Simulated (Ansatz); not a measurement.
# BeS in Ansatz: the effect of functional

Crystal: BeS.

```
S Be
1.0
     0.00000    2.44106    2.44106
     2.44106    0.00000    2.44106
     2.44106    2.44106    0.00000
S Be
1 1
Direct
  0.75000 0.75000 0.75000
  0.00000 0.00000 0.00000
```

The cell isn't the ideal one: volume scaled by 1.02.

Alike in all runs:

* Program: Ansatz 0.2.0
* Task: single point
* Potentials or basis: Ansatz PAW
* k mesh: 9 × 9 × 9
* Occupations: fermi-dirac, width 0.05 eV
* Spin: no spin polarisation

```tsv
functional	cutoff	gap on the mesh (eV)	pressure (GPa)
LDA	420 eV (not typed: the program's choice for these potentials)	3.03	-4.9
PBEsol	420 eV (not typed: the program's choice for these potentials)	3.06	-2.5
r2SCAN	500 eV (not typed: the program's choice for these potentials)	?	?
```

**Question.** What does the run with functional r2SCAN give?

**Answer.** gap on the mesh 3.70 eV; pressure -0.8 GPa.

Caveats: odd divisions of the mesh miss points on the zone boundary, where band edges often lie, so the gap on the mesh can be too wide; the PAW data sets come from PBE, with cores solved anew for the run's functional, which leaves a small shift of forces and pressure.

A k mesh can miss the band edges.
